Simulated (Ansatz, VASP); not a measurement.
**Hf in VASP and in Ansatz**

```
CELL_PARAMETERS angstrom
0.00000 3.44067 3.44067
3.44067 0.00000 3.44067
3.44067 3.44067 0.00000
ATOMIC_POSITIONS crystal
Hf 0.12500 0.12500 0.12500
Hf 0.87500 0.87500 0.87500
```

Alike in both runs: task single point; functional revPBE; k mesh 9 × 9 × 9; occupations fermi-dirac, width 0.1 eV; no spin polarisation.

|  | VASP | Ansatz |
| --- | --- | --- |
| version | VASP 6.6.1 | Ansatz 0.2.0 |
| potentials or method | VASP PAW PBE potentials, release 64 (Hf_pv) | plane waves (420 eV) with PAW, scalar-relativistic |
| plane-wave cutoff (eV) | 520 | 420 |
| valence electrons in the cell | 20 | 52 |

```csv
,VASP,Ansatz,Ansatz less VASP
pressure (GPa),-3.1,-3.0,+0.17
```

The functional is the same, so the differences come from potentials, cutoffs and numerics. The two sets of potentials don't hold the same shells in valence.

Caveats: the PAW data sets were made with another functional, which shifts forces and pressure a little (VASP). The runs have no spin-orbit coupling, so splittings on Hf are missing.
